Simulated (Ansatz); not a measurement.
CsPbI3:
```
CsPbI3
1.0
    6.39044     0.00000     0.00000
    0.00000     6.39044     0.00000
    0.00000     0.00000     6.39044
Cs Pb I
1 1 3
Direct
  0.50000   0.50000   0.50000
  0.00000   0.00000   0.00000
  0.00000   0.00000   0.50000
  0.50000   0.00000   0.00000
  0.00000   0.50000   0.00000
```

PBE in the plane-wave PAW code Ansatz gives a gap of 1.48 eV without spin–orbit coupling, maximum at R, minimum at R.

**Question.** What happens when spin–orbit coupling is switched on?

**Answer.** The gap falls by 1.28 eV, to 0.20 eV; maximum at R, minimum at R.

**Question.** Give the electron effective mass with spin–orbit coupling.

**Answer.** 0.044 mₑ (isotropic).

**Question.** Give the hole effective mass with spin–orbit coupling.

**Answer.** 0.049 mₑ (isotropic).

Space group Pm-3m (cubic perovskite). This is a known high-temperature phase of the composition, computed here at zero pressure and temperature. The cell was relaxed with PBE under the symmetry of its start; of distortions, only those at the zone centre were tested, and some modes there are weakly imaginary.

Potentials: the later of the program's two PAW sets.
